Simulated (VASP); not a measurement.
Crystal: Pb.

```
Pb
1.0
     3.50053    0.00000    0.00000
    -1.75026    3.03155    0.00000
     0.00000    0.00000   11.43272
Pb
4
Cartesian
  0.0000 0.0000 0.0000
  0.0000 0.0000 5.7164
  0.0000 2.0210 2.8582
  1.7503 1.0105 8.5745
```

The cell was built by a generator and needn't be a form met in nature.

- Program: VASP 6.6.1
- Task: relaxation of cell and atoms
- Functional: BLYP
- Potentials or basis: VASP PAW PBE potentials, release 64 (Pb_d)
- Cutoff: 600 eV
- k mesh: 10 × 10 × 3
- Occupations: fermi-dirac, width 0.1 eV
- Spin: no spin polarisation

At the start: pressure 6.1 GPa; volume 30.33 Å³/atom.

Question: How do energy, volume and symmetry change on relaxing?

Answer: Over 8 steps the energy falls by 75.6 meV/atom and the volume is 34.82 Å³/atom (+14.8 %); space group P6_3/mmc (No. 194, to 0.05 Å).

The path:
```tsv
step	energy change (eV)	largest force (eV/Å)	pressure (GPa)	volume (Å³)
1	0.0000	0.0000	6.08	121.32
2	-0.2946	0.0000	-0.69	142.66
3	-0.3015	0.0000	0.04	139.29
4	-0.3015	0.0000	-0.06	139.67
5	-0.3019	0.0000	-0.06	139.67
6	-0.3024	0.0000	-0.06	139.67
7	-0.3025	0.0000	-0.05	139.67
8	-0.3025	0.0000	0.04	139.29
```

Final structure:
```
Pb
1.0
     3.68392    0.00000    0.00000
    -1.84196    3.19036    0.00000
     0.00000    0.00000   11.85112
Pb
4
Direct
  0.00000 0.00000 0.00000
  0.00000 0.00000 0.50000
  0.33333 0.66667 0.25000
  0.66667 0.33333 0.75000
```

Caveat: the PAW data sets were made with another functional, which shifts forces and pressure a little.
